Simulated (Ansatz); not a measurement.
# AlCu3: the cost of one run

Computed with Ansatz 0.2.0 (DFT PBEsol, scalar-relativistic, plane waves, PAW, unless a step's input says otherwise).

2 further runs of the same task are left out: 2 set aside as unsound or not needed.

**1. The structure to begin with**

It takes space group P6_3/mmc (No. 194, hexagonal). The conventional cell has a = 5.145 Å, b = 5.145 Å, c = 4.176 Å, α = 90.00°, β = 90.00°, γ = 120.00°. Al (site symmetry -6m2) has 12 Cu at 2.57 Å as nearest neighbours. Around Cu (site symmetry mm2) lie 8 Cu at 2.55 to 2.59 Å and 4 Al at 2.57 Å.

Coordinates:

```xyz
8
Lattice="5.1446 0.0000 0.0000 -2.5723 4.4554 0.0000 0.0000 0.0000 4.1761" Properties=species:S:1:pos:R:3 pbc="T T T"
Al    2.5723    1.4851    1.0440
Al    0.0000    2.9702    3.1321
Cu    1.2755    0.7364    3.1321
Cu    3.8691    0.7364    3.1321
Cu    2.5723    2.9826    3.1321
Cu    1.2968    3.7190    1.0440
Cu   -1.2968    3.7190    1.0440
Cu    0.0000    1.4728    1.0440
```

It goes back to an entry of the Materials Project, which need not be the stable form.

This cell was relaxed beforehand with the same method: volume 11.97 Å³/atom, gap on the mesh none (metal).

**2. The cell under 2 GPa**

What is minimised here is the enthalpy; the energy can go up as the cell is squeezed.

File input.yaml:

```yaml
crystal:
  lattice:
    - [5.1446000712, 0.0, 0.0]
    - [-2.5723000356, 4.4553543539, 0.0]
    - [0.0, 0.0, 4.1761331227]
  atoms:
    - { symbol: Al, position: [0.6666666667, 0.3333333333, 0.25] }
    - { symbol: Al, position: [0.3333333333, 0.6666666667, 0.75] }
    - { symbol: Cu, position: [0.3305652765, 0.1652826383, 0.75] }
    - { symbol: Cu, position: [0.8347173617, 0.1652826383, 0.75] }
    - { symbol: Cu, position: [0.8347173617, 0.6694347235, 0.75] }
    - { symbol: Cu, position: [0.6694347235, 0.8347173617, 0.25] }
    - { symbol: Cu, position: [0.1652826383, 0.8347173617, 0.25] }
    - { symbol: Cu, position: [0.1652826383, 0.3305652765, 0.25] }
basis:
  ecutwfc: 420
kpoints:
  mp_grid: { grid: [12, 12, 8] }
hamiltonian:
  xc: pbesol
scf:
  occupations: { method: fermi_dirac, width: 0.15 }
output:
  forces: true
  stress: true
  eigenvalues: true
relax:
  adjacent_minimum: "off"
  f_tol: 0.001
  max_steps: 60
  cell: { stress_tol: 0.02, p_target: 2.0 }
```

Run with:

```bash
ansatz run input.yaml --threads 2 --pin off --max-ram 7168MiB --backend cpu --events-out ev --progress --plain --runs-dir out
```

Q: Estimate wall time and peak memory on 2 threads of Intel Xeon 6975P-C (Granite Rapids), shared host.

About 86 s, with a peak of 0.79 GiB.
